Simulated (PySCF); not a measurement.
**Effect of structural changes**

Level of theory: quadratic response CAM-B3LYP/aug-cc-pVDZ first hyperpolarisability, Taylor convention, gas phase in PySCF. Geometry: PBE0-D3(BJ)/def2-SVP.

Each molecule in one low-energy conformer. The parent is C1=C[C@H]2C=C[C@@H]1C2.

Task: How does the norm of the vector part βᵢ = ⅓ Σⱼ (βᵢⱼⱼ + βⱼᵢⱼ + βⱼⱼᵢ) of the static first hyperpolarisability change along this series?
- C1=C[C@H]2C=C[C@@H]1C2 (base)
- CC1=C[C@H]2C=C[C@@H]1C2 (H replaced by CH3)
- O=CC1=C[C@@H]2C=C[C@H]1C2 (H replaced by CHO)

Result: 
| molecule | static β vector norm (au) | static β HRS (au) | S1 (eV) |
| --- | --- | --- | --- |
| C1=C[C@H]2C=C[C@@H]1C2 | 28 | 27 | 5.11 |
| CC1=C[C@H]2C=C[C@@H]1C2 | 65 | 34 | 5.07 |
| O=CC1=C[C@@H]2C=C[C@H]1C2 | 194 | 87 | 3.81 |

The norm of the vector part βᵢ = ⅓ Σⱼ (βᵢⱼⱼ + βⱼᵢⱼ + βⱼⱼᵢ) of the static first hyperpolarisability is lowest for C1=C[C@H]2C=C[C@@H]1C2 and highest for O=CC1=C[C@@H]2C=C[C@H]1C2.
